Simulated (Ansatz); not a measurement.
Ge:

```xyz
2
Lattice="0.0000 2.8289 2.8289 2.8289 0.0000 2.8289 2.8289 2.8289 0.0000" Properties=species:S:1:pos:R:3 pbc="T T T"
Ge    4.2434    4.2434    4.2434
Ge    2.8289    2.8289    2.8289
```

```yaml
Program: Ansatz 0.2.0
Task: relaxation of cell and atoms
Functional: BLYP
Potentials_or_basis: all-electron LAPW, scalar-relativistic
Basis_error_allowed: 0.001 eV/atom
k_mesh: 8 × 8 × 8
Occupations: fermi-dirac, width 0.05 eV
Spin: no spin polarisation
```

At the start: volume 22.64 Å³/atom.

Question: How do energy, volume and symmetry change on relaxing?

Answer: Over 5 steps the energy falls by 58.4 meV/atom and the volume is 25.49 Å³/atom (+12.6 %); space group Fd-3m (No. 227, to 0.05 Å).

Step by step:
```tsv
step	energy change (eV)	largest force (eV/Å)	volume (Å³)
1	0.0000	0.0000	45.28
2	-0.1087	0.0000	49.34
3	-0.1165	0.0000	50.64
4	-0.1168	0.0000	50.99
5	-0.1168	0.0000	50.99
```

Final structure:
```
Ge
1.0
     0.00000    2.94310    2.94310
     2.94310    0.00000    2.94310
     2.94310    2.94310    0.00000
Ge
2
Cartesian
  4.4147 4.4147 4.4147
  2.9431 2.9431 2.9431
```

The cell as given is a measured one (22.64 Å³/atom); BLYP puts the equilibrium volume +12.6 % from it, thermal expansion not counted.

Caveat: the volume moved by +13 % from the deposited cell, more than functionals usually miss.
